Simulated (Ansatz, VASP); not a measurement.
**Two plane-wave programs on CdTe**

The input INCAR:

```
ALGO = Normal ; EDIFF = 1E-6
ENCUT = 520 ; ISIF = 2
ISMEAR = 0 ; LASPH = True
LCHARG = False ; LREAL = False
LWAVE = False ; NBANDS = 16
NELM = 60 ; PREC = Accurate
SIGMA = 0.01
```

KPOINTS

```
k-points
0
Gamma
  6 6 6
```

The input POSCAR:

```
CdTe
1.0
    0.0000000000      3.2799551161      3.2799551161
    3.2799551161      0.0000000000      3.2799551161
    3.2799551161      3.2799551161      0.0000000000
Cd Te
1 1
Direct
    0.0000000000      0.0000000000      0.0000000000
    0.2500000000      0.2500000000      0.2500000000
```

Input for Ansatz:

```yaml
crystal:
  lattice:
    - [0.0, 3.2799551161, 3.2799551161]
    - [3.2799551161, 0.0, 3.2799551161]
    - [3.2799551161, 3.2799551161, 0.0]
  atoms:
    - { symbol: Cd, position: [0.0, 0.0, 0.0] }
    - { symbol: Te, position: [0.25, 0.25, 0.25] }
kpoints:
  mp_grid: { grid: [6, 6, 6] }
  band_path:
    path:
      - [0.0, 0.0, 0.0]
      - [-0.5, -0.5, 0.0]
      - [-0.375, -0.375, 0.25]
      - [-0.375, 0.0, 0.375]
      - [0.0, 0.0, 0.5]
      - [-0.5, -0.25, 0.25]
    npoints: 1
hamiltonian:
  xc: lda
scf:
  occupations: { method: fixed }
  n_extra_bands: 4
output:
  forces: true
  stress: true
  eigenvalues: true
```

Alike in both runs: task single point; functional LDA; k mesh 6 × 6 × 6; no spin polarisation.

|  | VASP | Ansatz |
| --- | --- | --- |
| version | VASP 6.6.1 | Ansatz 0.2.0 |
| potentials or method | VASP PAW LDA potentials, release 64 (Cd, Te) | plane waves, PAW |
| plane-wave cutoff (eV) | 520 | 420 |
| occupations | gaussian, width 0.01 eV | fixed |
| valence electrons in the cell | 18 | 36 |

Ansatz gave:

| Quantity | Value |
| --- | --- |
| gap on the k mesh at the Fermi level (eV) | 0.40 |
| pressure (GPa) | -2.7 |

Task: Which values does VASP return?

Result: gap on the k mesh at the Fermi level (eV): 0.44; pressure (GPa): -2.5.

The two sets of potentials don't hold the same shells in valence.

Caveats: spin-orbit coupling is left out, which moves the levels of the heavy elements.
